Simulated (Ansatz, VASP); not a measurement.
# Cross-check of SnO2 between VASP and Ansatz

One calculation is typed for both programs; each brings its own data sets. How far apart do they land? The structure shown is the end of the Ansatz relaxation below.

Method: plane waves, with VASP 6.6.1 beside it; single point at PBEsol, in Ansatz 0.2.0.

## 1. The structure

Symmetry: P4_2/mnm, No. 136, tetragonal system. Conventional cell: a = 4.769 Å, b = 4.769 Å, c = 3.211 Å, α = 90.00°, β = 90.00°, γ = 90.00°. Nearest to Sn lie 6 O at 2.07 Å. O has 3 Sn at 2.07 Å nearest. Farther neighbours and most contacts between anions are not listed.

As a file:

```cif
data_structure
_symmetry_space_group_name_H-M 'P 1'
_symmetry_Int_Tables_number 1
_cell_length_a 4.7686
_cell_length_b 4.7686
_cell_length_c 3.2114
_cell_angle_alpha 90.000
_cell_angle_beta 90.000
_cell_angle_gamma 90.000
_cell_volume 73.02
loop_
_atom_site_label
_atom_site_type_symbol
_atom_site_fract_x
_atom_site_fract_y
_atom_site_fract_z
_atom_site_occupancy
Sn1 Sn 0.00000 0.00000 0.00000 1
Sn2 Sn 0.50000 0.50000 0.50000 1
O3 O 0.30630 0.30630 0.00000 1
O4 O 0.19370 0.80630 0.50000 1
O5 O 0.69370 0.69370 0.00000 1
O6 O 0.80630 0.19370 0.50000 1
```

## 2. Ansatz: relaxation, PBEsol

Ansatz runs on its PAW soft_1 files.

This run makes the geometry at which the two programs are then compared.

Input file input.yaml:

```yaml
crystal:
  lattice:
    - [4.768597, 0.0, 0.0]
    - [0.0, 4.768597, 0.0]
    - [0.0, 0.0, 3.211368]
  atoms:
    - { symbol: Sn, position: [0.0, 0.0, 0.0] }
    - { symbol: Sn, position: [0.5, 0.5, 0.5] }
    - { symbol: O, position: [0.3062986, 0.3062986, 0.0] }
    - { symbol: O, position: [0.1937014, 0.8062986, 0.5] }
    - { symbol: O, position: [0.6937014, 0.6937014, 0.0] }
    - { symbol: O, position: [0.8062986, 0.1937014, 0.5] }
kpoints:
  mp_grid: { grid: [6, 6, 9] }
scf:
  occupations: { method: fermi_dirac, width: 0.02 }
hamiltonian:
  xc: pbesol
  pseudopotentials: { kind: paw, azcp: { folder: soft_1 }, xc_functional: pbe }
basis:
  ecutwfc: 600
output:
  forces: true
  stress: true
relax:
  f_tol: 0.005
  max_steps: 70
  cell: { stress_tol: 0.02, p_target: 0, fix: [a, b, alpha, beta, gamma] }
```

Run with:

```console
> ansatz run input.yaml --threads 4 --pin off --max-ram 10240MiB --backend cpu --events-out ev --progress --plain --runs-dir out
```

Numbers of over 12 decimals in the logs are rounded to 6 here.

What it wrote:

```text
Engine: ansatz 0.2.0, aarch64-unknown-linux-gnu
Pseudopotentials: kind: paw
Pseudopotential: Sn, paw, valence charge 14, recommended cutoff 420 eV (normal), soft_1/Sn.paw.azcp
Pseudopotential: O, paw, valence charge 6, recommended cutoff 420 eV (normal), soft_1/O.paw.azcp
Functional definition: PBEsol
  exchange = pbesol_x
  correlation = pbesol_c
Crystal: 6 atoms, lattice volume = 73.025 Å³
Basis set: ecut = 600 eV, 2441 PW (Γ), exchange–correlation on 80×80×54 points (8 copies of the dense FFT grid, shifted against one another)
Bands: 32, of which v1, the nominal top of the filled ones, is band 26 counted from 1 (25 counted from 0)
Symmetry: 16 space group operations
Space group: P42/mnm (ITA 136), of the structure as read, at distance tolerance 4.2e-5 Å
k-points: 50 of 324
Non-local potential: Sn, projectors of the file, l = 0: 2, l = 1: 2, l = 2: 2, l = 3: 1
Non-local potential: O, projectors of the file, l = 0: 2, l = 1: 2, l = 2: 1
PAW form: soft (Blöchl's): semilocal exchange-correlation on the pseudo side does not see the compensation charge
PAW frozen core: Sn, regenerated for the run's functional, and the local potential with it (the file was generated under x = pbe(κ = 0.804, μ = 0.219515), c = pbe(β = 0.066725))
PAW frozen core: O, regenerated for the run's functional, and the local potential with it (the file was generated under x = pbe(κ = 0.804, μ = 0.219515), c = pbe(β = 0.066725))
PAW one-centre angular grid: Sn, 590 points (default); XC on 64 Gauss nodes
PAW one-centre angular grid: O, 110 points (default); XC on 64 Gauss nodes
Initial density: superposition of atomic densities (chi_scale 0.1, normalization cell, long waves kept (reshape's long-wave potential 0.00 eV rms))
Initial wavefunctions: pseudopotential atomic-orbital guess
Functional: x = pbesol(κ = 0.804, μ = 0.123457), c = pbesol(β = 0.046)
SCF iter   1: F=—  HF=-14143.812555 eV  |F-HF|=—  |Δ(HF+E_count)|=         —  Δρ=6.92e-2  dr2=2.57e0  ethr=3.10e-3  ⟨swp⟩=6.1  Hψ=7321  notcnv=0
preconditioner: auto → Resta (q_TF=auto, 2.578 Å⁻¹)  ε∞=3.5  [insulator: Δε(μ)=1.298 eV  Ē_g=19.833 eV  σ=0.020 eV  W_gap=1.00  n_scr=18 (ndim 8)  ℏωp=31.3 eV  f_vac=0.000  D(μ)=0.00/eV (n_scr^D=0)  ε∞_Penn≈3.5]
SCF iter   2: F=—  HF=-14143.367760 eV  |F-HF|=—  |Δ(HF+E_count)|=   4.45e-1  Δρ=3.54e-2  dr2=6.69e-1  ethr=3.10e-3  ⟨swp⟩=3.0  Hψ=3511  notcnv=0  defer=88
SCF iter   3: F=—  HF=-14143.248913 eV  |F-HF|=—  |Δ(HF+E_count)|=   1.19e-1  Δρ=5.15e-3  dr2=1.65e-2  ethr=1.29e-3  ⟨swp⟩=2.8  Hψ=2826  notcnv=0  defer=88
SCF iter   4: F=—  HF=-14143.251534 eV  |F-HF|=—  |Δ(HF+E_count)|=   2.62e-3  Δρ=9.87e-4  dr2=4.81e-4  ethr=3.18e-5  ⟨swp⟩=3.0  Hψ=3024  notcnv=0  defer=88
SCF iter   5: F=—  HF=-14143.252109 eV  |F-HF|=—  |Δ(HF+E_count)|=   5.76e-4  Δρ=1.56e-4  dr2=2.43e-5  ethr=9.24e-7  ⟨swp⟩=2.3  Hψ=2517  notcnv=0  defer=88
SCF iter   6: F=—  HF=-14143.252125 eV  |F-HF|=—  |Δ(HF+E_count)|=   1.59e-5  Δρ=5.35e-5  dr2=1.86e-6  ethr=4.67e-8  ⟨swp⟩=2.0  Hψ=2693  notcnv=0  defer=88
SCF iter   7: F=-14143.252125 eV  HF=-14143.252125 eV  |F-HF|=7.28e-12  |Δ(HF+E_count)|=   6.40e-8  Δρ=1.09e-5  dr2=9.10e-8  ethr=1.92e-10  ⟨swp⟩=4.0  Hψ=7178  notcnv=0
SCF 1 converged in 7 iterations: F = -14143.252125 eV  dr2 = 9.10e-8
  greatest PAW one-centre occupation: 0.997 electrons in one spin orbital (limit 2), on the Sn atom at site 0 (counted from 0), in its partial waves of l = 2
relax step   1: F+E_penalty+E_count = -14143.25212515 eV  Δ(F+E_penalty+E_count) = +0.000e0 eV  max|allowed force component| = 4.903e-5 eV/Å  Δτ_max = 0.0000 Å  P = +0.002 GPa  Ω = 73.025 Å³  fix = [a, b, alpha, beta, gamma]  reactions: a +0.004, b +0.004 GPa  (7 SCF iters, dr2 threshold 1.00e-7 eV, accepted)
Initial density: handed on by an earlier stage of this run
Initial wavefunctions: pseudopotential atomic-orbital guess (no wavefunctions were taken with the density)
iter 1 solved again at ethr=3.36e-8 eV; its pass at ethr=3.10e-3 eV (dr2=1.75e-5 eV) is discarded
SCF iter   1: F=—  HF=-14143.252120 eV  |F-HF|=—  |Δ(HF+E_count)|=         —  Δρ=1.11e-5  dr2=9.24e-8  ethr=3.36e-8  ⟨swp⟩=4.0  Hψ=12663  notcnv=0
preconditioner: auto → Resta (q_TF=auto, 2.578 Å⁻¹)  ε∞=3.6  [insulator: Δε(μ)=0.925 eV  Ē_g=19.397 eV  σ=0.020 eV  W_gap=1.00  n_scr=18 (ndim 8)  ℏωp=31.3 eV  f_vac=0.024  D(μ)=0.00/eV (n_scr^D=0)  ε∞_Penn≈3.6]
SCF iter   2: F=—  HF=-14143.252125 eV  |F-HF|=—  |Δ(HF+E_count)|=   5.25e-6  Δρ=5.50e-6  dr2=2.99e-8  ethr=1.78e-10  ⟨swp⟩=2.2  Hψ=2427  notcnv=0
SCF iter   3: F=—  HF=-14143.252125 eV  |F-HF|=—  |Δ(HF+E_count)|=   1.19e-8  Δρ=3.10e-6  dr2=9.43e-9  ethr=5.75e-11  ⟨swp⟩=2.1  Hψ=2145  notcnv=0
SCF iter   4: F=—  HF=-14143.252125 eV  |F-HF|=—  |Δ(HF+E_count)|=   4.94e-9  Δρ=3.90e-7  dr2=5.17e-11  ethr=1.81e-11  ⟨swp⟩=2.1  Hψ=2197  notcnv=0
SCF iter   5: F=-14143.252125 eV  HF=-14143.252125 eV  |F-HF|=1.09e-11  |Δ(HF+E_count)|=  1.27e-10  Δρ=1.29e-7  dr2=8.71e-12  ethr=1.00e-12  ⟨swp⟩=6.9  Hψ=7938  notcnv=0
SCF 2 converged in 5 iterations: F = -14143.252125 eV  dr2 = 8.71e-12
relax step   2: F+E_penalty+E_count = -14143.25212518 eV  Δ(F+E_penalty+E_count) = -2.634e-8 eV  max|allowed force component| = 2.135e-5 eV/Å  Δτ_max = 0.0000 Å  P = +0.001 GPa  Ω = 73.025 Å³  fix = [a, b, alpha, beta, gamma]  reactions: a +0.004, b +0.004 GPa  stress off target by 3.45e-3 GPa on what of the cell is left free  SCF on the basis re-selected at this cell (its energy is not comparable with the rows above)  (5 SCF iters)
basis re-selected at this cell: Δ(F+E_penalty+E_count) = -2.634e-8 eV, ΔP = -0.000 GPa vs the last step (what re-selecting the basis moved, of the pressure what is left beyond the Pulay correction that the steps carried, after the strain that the cell walked since its last selection, with what the two solves' SCF thresholds leave and, on support functions, any second-order correction that the steps lacked; it is no m [...]
SCF converged after 5 iterations
Free energy (F): -14143.252125 eV
Harris-Foulkes:  -14143.252125 eV  (|F-HF|=1.09e-11)
Internal energy: -14143.252125 eV  (E = F + TS)
E sigma→0 (E₀):  -14143.252125 eV
Fermi energy:    9.590658 eV
--- Per-component energies (eV) ---
  E_band       = -133.952353
  E_kinetic    = 1014.746861
  E_local      = -3199.105965  (includes V_loc(G=0)·N_el)
  E_nonlocal   = 506.304571
  E_hartree    = 1449.479746
  E_xc         = -530.021590
  E_vxc        = -521.732205  (∫ρ·V_xc dr)
  E_paw        = -9229.414288  (= ΣΔE_a)
  E_vpaw       = -833.125988  (= ΣTr[D̂ρ^β])
  E_aug_tail   = 0.000881  (compensation charges beyond the density's cutoff)
  E_ewald      = -4155.953172
  E_core_change = 0.710831  (= ΣΔE_core)
  E_smearing   = -0.000000  (= −TS)
  E_closure    = -0.000000  (closes the sum)
  Σ components = -14143.252125   (vs F -14143.252125, Δ=0.00e0)
--- Forces (eV/Å), atoms counted from 1 ---
  atom   1  Sn     0.00000000    -0.00000000     0.00000000
  atom   2  Sn     0.00000000     0.00000000     0.00000000
  atom   3  O      0.00002135     0.00002135     0.00000000
  atom   4  O     -0.00002135     0.00002135     0.00000000
  atom   5  O     -0.00002135    -0.00002135     0.00000000
  atom   6  O      0.00002135    -0.00002135     0.00000000
  max |Σ_I F_I| component: 0.00e0 eV/Å
--- Stress (GPa, compression-positive) ---
        0.003909       0.000000       0.000000
        0.000000       0.003909       0.000000
        0.000000       0.000000      -0.003452
  P = ⅓ Tr σ = 0.0015 GPa (0.015 kbar)
--- Relaxed structure (1 steps of the walk, 1 accepted, 1 SCFs on fresh bases) ---
  F+E_penalty+E_count = -14143.25212518 eV   max|allowed force component| = 2.135e-5 eV/Å   (the final SCF, on the basis selected at the relaxed cell)
  cell:  # Å, volume = 73.0250 Å³
    - [4.768597, 0.0, 0.0]
    - [0.0, 4.768597, 0.0]
    - [0.0, 0.0, 3.211368]
  atoms:
    - { symbol: Sn, position: [0.0, 0.0, 0.0] }
    - { symbol: Sn, position: [0.5, 0.5, 0.5] }
    - { symbol: O, position: [0.3062986, 0.3062986, 0.0] }
    - { symbol: O, position: [0.1937014, 0.806299, 0.5] }
    - { symbol: O, position: [0.6937014, 0.6937014, 0.0] }
    - { symbol: O, position: [0.806299, 0.1937014, 0.5] }
```

The column dr2 measures how far the density is from self-consistency, as an energy; F and HF (Harris–Foulkes) agree once it is small.

## 3. VASP: single point, PBEsol, pair 1

The same cell, functional, mesh and smearing now go to VASP, with its own data sets.

Lines of VASP's logs that name or quote its potential files are left out, and so is its time.

Input file INCAR:

```
SYSTEM = SnO2
PREC = Accurate
ENCUT = 600
EDIFF = 1E-06
NELM = 120
ISMEAR = -1
SIGMA = 0.02
LREAL = .FALSE.
ALGO = Normal
GGA = PS
NBANDS = 32
LORBIT = 11
LWAVE = .FALSE.
LCHARG = .FALSE.
ISIF = 2
LASPH = .TRUE.
GGA_COMPAT = .FALSE.
EFERMI = MIDGAP
KPAR = 2
```

Input file POSCAR:

```
SnO2
1.0
    4.7685970000      0.0000000000      0.0000000000
    0.0000000000      4.7685970000      0.0000000000
    0.0000000000      0.0000000000      3.2113680000
Sn O
2 4
Direct
    0.0000000000      0.0000000000      0.0000000000
    0.5000000000      0.5000000000      0.5000000000
    0.3062986000      0.3062986000      0.0000000000
    0.1937014000      0.8062986000      0.5000000000
    0.6937014000      0.6937014000      0.0000000000
    0.8062986000      0.1937014000      0.5000000000
```

Input file KPOINTS:

```
Automatic mesh
0
Gamma
6 6 9
0 0 0
```

PAW data sets: Sn_d and O (PBE family, release 64).

Run with:

```console
> mpirun -np 2 vasp_std
```

What it wrote:

```text
[banner, memory and clock lines left out]
running    2 mpi-ranks, on    1 nodes
 distrk:  each k-point on    1 cores,    2 groups
 distr:  one band on    1 cores,    1 groups

 POSCAR found type information on POSCAR SnO
 POSCAR found :  2 types and       6 ions
|                                                                             |
|               ----> ADVICE to this user running VASP <----                  |
|                                                                             |
|     You enforced a specific xc type in the INCAR file but a different       |
|     [... a line on the potential file left out ...]
|     I HOPE YOU KNOW WHAT YOU ARE DOING!                                     |
|                                                                             |

 LDA part: xc-table for (Slater+PW92), standard interpolation
 POSCAR, INCAR and KPOINTS ok, starting setup
 FFT: planning ... GRIDC
 FFT: planning ... GRID_SOFT
 FFT: planning ... GRID
 WAVECAR not read
 entering main loop
       N       E                     dE             d eps       ncg     rms          rms(c)
DAV:   1     0.676686269803E+03    0.67669E+03   -0.28388E+04  3464   0.274E+03
DAV:   2     0.639763883920E+02   -0.61271E+03   -0.58608E+03  3512   0.721E+02
DAV:   3    -0.394566087137E+02   -0.10343E+03   -0.10154E+03  3584   0.233E+02
DAV:   4    -0.449713683270E+02   -0.55148E+01   -0.54855E+01  3864   0.591E+01
DAV:   5    -0.451345301499E+02   -0.16316E+00   -0.16311E+00  3920   0.105E+01    0.148E+01
DAV:   6    -0.396710454903E+02    0.54635E+01   -0.19557E+01  5224   0.672E+01    0.587E+00
DAV:   7    -0.397342347313E+02   -0.63189E-01   -0.18632E+00  3688   0.787E+00    0.319E+00
DAV:   8    -0.396913418741E+02    0.42893E-01   -0.25065E-01  4736   0.463E+00    0.710E-01
DAV:   9    -0.396781848183E+02    0.13157E-01   -0.58619E-02  5120   0.360E+00    0.126E-01
DAV:  10    -0.396786380907E+02   -0.45327E-03   -0.43266E-03  4552   0.604E-01    0.416E-02
DAV:  11    -0.396786886148E+02   -0.50524E-04   -0.18218E-04  5024   0.137E-01    0.192E-02
DAV:  12    -0.396786911943E+02   -0.25794E-05   -0.15155E-05  4136   0.262E-02    0.139E-02
DAV:  13    -0.396786879513E+02    0.32429E-05   -0.13327E-05  4104   0.513E-02    0.246E-03
DAV:  14    -0.396786881237E+02   -0.17240E-06   -0.73474E-07  2368   0.933E-03
   1 F= -.39678688E+02 E0= -.39678688E+02  d E =-.616847E-12
```

From OUTCAR (step 3):

```text
ion  position               nearest neighbor table
   1  0.000  0.000  0.000-   3 2.07   5 2.07   4 2.07   6 2.07   4 2.07   6 2.07   2 3.73   2 3.73
                             2 3.73   2 3.73   2 3.73   2 3.73   2 3.73   2 3.73
   2  0.500  0.500  0.500-   4 2.07   6 2.07   5 2.07   3 2.07   3 2.07   5 2.07   1 3.73   1 3.73
                             1 3.73   1 3.73   1 3.73   1 3.73   1 3.73   1 3.73
   3  0.306  0.306  0.000-   1 2.07   2 2.07   2 2.07
   4  0.194  0.806  0.500-   2 2.07   1 2.07   1 2.07
   5  0.694  0.694  0.000-   1 2.07   2 2.07   2 2.07
   6  0.806  0.194  0.500-   2 2.07   1 2.07   1 2.07

  LATTYP: Found a simple tetragonal cell.
 ALAT       =     4.7685970000
 C/A-ratio  =     0.6734408464

 Subroutine GETGRP returns: Found 16 space group operations
 (whereof  8 operations were pure point group operations)

The static configuration has the point symmetry D_2h.
 The point group associated with its full space group is D_4h.

 Found     50 irreducible k-points:

   k-points           NKPTS =     50   k-points in BZ     NKDIM =     50   number of bands    NBANDS=     32

   dimension x,y,z NGX =    40 NGY =   40 NGZ =   28
   dimension x,y,z NGXF=    80 NGYF=   80 NGZF=   56

   ENCUT  =  600.0 eV  44.10 Ry    6.64 a.u.   9.52  9.52  6.41*2*pi/ulx,y,z

   NELECT =      52.0000    total number of electrons

 k-points in reciprocal lattice and weights: Automatic mesh
   0.00000000  0.00000000  0.00000000       0.003
   0.16666667  0.00000000  0.00000000       0.012
   0.33333333  0.00000000  0.00000000       0.012
   0.50000000  0.00000000  0.00000000       0.006
   0.16666667  0.16666667  0.00000000       0.012
   0.33333333  0.16666667  0.00000000       0.025
   0.50000000  0.16666667  0.00000000       0.012
   0.33333333  0.33333333  0.00000000       0.012
   0.50000000  0.33333333  0.00000000       0.012
[...]
0.50000000  0.33333333  0.44444444       0.025
   0.50000000  0.50000000  0.44444444       0.006

 average (electrostatic) potential at core
       1 -99.4188       2 -99.4188       3 -68.0692       4 -68.0692       5 -68.0692
       6 -68.0692

 E-fermi :   6.2388

 k-point     1 :       0.0000    0.0000    0.0000
  band No.  band energies     occupation
    ...
     22       4.5091      2.00000
     23       4.5091      2.00000
     24       5.0000      2.00000
     25       5.0000      2.00000
     26       5.7789      2.00000
     27       6.6987      0.00000
     28      11.6311      0.00000
     29      11.8174      0.00000
     30      11.8174      0.00000
     31      15.9095      0.00000
    ...

 k-point     2 :       0.1667    0.0000    0.0000
  band No.  band energies     occupation
    ...
     22       4.4272      2.00000
     23       4.5165      2.00000
     24       4.5344      2.00000
     25       5.0181      2.00000
     26       5.6388      2.00000
     27       7.4251      0.00000
     28      11.3890      0.00000
     29      11.9399      0.00000
     30      12.0757      0.00000
     31      16.1545      0.00000
    ...

 k-point     3 :       0.3333    0.0000    0.0000
  band No.  band energies     occupation
    ...
     22       4.1175      2.00000
     23       4.5355      2.00000
     24       4.5592      2.00000
     25       5.0654      2.00000
     26       5.3375      2.00000
     27       8.6851      0.00000
     28      10.8499      0.00000
     29      12.2877      0.00000
     30      12.4495      0.00000
     31      16.4082      0.00000
    ...

  Total        0.2179643      0.2179643      0.3734527      0.0000000      0.0000000      0.0000000
  in kB        4.7821653      4.7821653      8.1936015      0.0000000      0.0000000      0.0000000
  external PRESSURE =       5.9193107 kB  Pullay stress =       0.0000000 kB

  energy-cutoff  :      600.00
  volume of cell :       73.02
      direct lattice vectors                 reciprocal lattice vectors
     4.768597000  0.000000000  0.000000000     0.209705286  0.000000000  0.000000000
     0.000000000  4.768597000  0.000000000     0.000000000  0.209705286  0.000000000
     0.000000000  0.000000000  3.211368000     0.000000000  0.000000000  0.311393774

 POSITION                                       TOTAL-FORCE (eV/Angst)
 -----------------------------------------------------------------------------------
      0.00000      0.00000      0.00000         0.000000     -0.000000      0.000000
      2.38430      2.38430      1.60568         0.000000     -0.000000      0.000000
      1.46061      1.46061      0.00000        -0.014024     -0.014024      0.000000
      0.92368      3.84491      1.60568         0.014024     -0.014024      0.000000
      3.30798      3.30798      0.00000         0.014024      0.014024     -0.000000
      3.84491      0.92368      1.60568        -0.014024      0.014024      0.000000
 -----------------------------------------------------------------------------------
    total drift:                               -0.000000     -0.000000     -0.000000

  FREE ENERGIE OF THE ION-ELECTRON SYSTEM (eV)
  ---------------------------------------------------
  free  energy   TOTEN  =       -39.6786881237 eV

  energy  without entropy=      -39.6786881237  energy(sigma->0) =      -39.67868812

 total charge
# of ion       s       p       d       tot
------------------------------------------
    1        0.884   1.086  10.369  12.339
    2        0.884   1.086  10.369  12.339
    3        1.552   3.484   0.000   5.036
    4        1.552   3.484   0.000   5.036
    5        1.552   3.484   0.000   5.036
    6        1.552   3.484   0.000   5.036
--------------------------------------------------
tot          7.977  16.107  20.738  44.822

[... 3 further parts left out ...]
```

The run ends at a pressure of 0.59 GPa, with forces up to 0.020 eV/Å.

## 4. Differences

Known differences besides the potentials themselves: Ansatz makes its cores anew for this functional, VASP keeps those of its PBE data sets; Ansatz's pressure holds a Pulay correction, VASP's none. Total energies have different zeros and are not compared.

Both answers:

```csv
quantity,Ansatz,VASP,difference
pressure (GPa),0.00,0.59,-0.59
gap on the k mesh (eV),0.925,0.920,+0.005
```

At this near-relaxed geometry the largest component of a force difference is 14 meV/Å. A gap on the mesh is an upper bound, since the band edges may lie between its points.

## 5. Ansatz: relaxation, PBEsol

This run makes the geometry at which the two programs are then compared. The cell compared in this pair holds 73.99 Å³, against 73.02 Å³ for the pair before.

The structure compared here is the end of the Ansatz relaxation.

Edit input.yaml of step 2 so:

```diff
@@ -2,5 +2,5 @@
   lattice:
-    - [4.768597, 0.0, 0.0]
-    - [0.0, 4.768597, 0.0]
-    - [0.0, 0.0, 3.211368]
+    - [4.81628297, 0.0, 0.0]
+    - [0.0, 4.81628297, 0.0]
+    - [0.0, 0.0, 3.192099792]
   atoms:
@@ -24,2 +24,6 @@
   stress: true
+  write_density: true
+  write_potential: true
+  elf: true
+  volumetric_format: npy
 relax:
```

Run with:

```console
> ansatz run input.yaml --threads 4 --pin off --max-ram 10240MiB --backend cpu --events-out ev --progress --plain --runs-dir out
```

What it wrote:

```text
[...]
Crystal: 6 atoms, lattice volume = 74.046 Å³
Basis set: ecut = 600 eV, 2497 PW (Γ), exchange–correlation on 80×80×54 points (8 copies of the dense FFT grid, shifted against one another)
Bands: 32, of which v1, the nominal top of the filled ones, is band 26 counted from 1 (25 counted from 0)
Symmetry: 16 space group operations
[...]
k-points: 50 of 324
[...]
cell:  # Å, volume = 73.9856 Å³
    - [4.81628297, 0.0, 0.0]
    - [0.0, 4.81628297, 0.0]
    - [0.0, 0.0, 3.189506]
  atoms:
    - { symbol: Sn, position: [0, 0, 0.0] }
    - { symbol: Sn, position: [0.5, 0.5, 0.5] }
    - { symbol: O, position: [0.306322, 0.306322, 0.0] }
    - { symbol: O, position: [0.193678, 0.806322, 0.5] }
    - { symbol: O, position: [0.693678, 0.693678, 0.0] }
    - { symbol: O, position: [0.806322, 0.193678, 0.5] }
[key lines of the parts left out:]
SCF converged after 5 iterations
Free energy (F): -14143.239324 eV
Fermi energy:    9.349903 eV
P = ⅓ Tr σ = -1.8521 GPa (-18.521 kbar)
```

(Continued in part 2 of 2.)

[Lines on the potential files, build, host, timing and source positions are cut from VASP's logs without a mark.]

[Logs are printed without paths, hosts, clocks, repeated set-up lines and the standing remarks that a program may print on its own settings, such as how far it seeks lower states.]

[Hosts, paths, dates, database ids (printed as entryN), source tags and the programs' standing remarks are cut or masked in the printed files.]
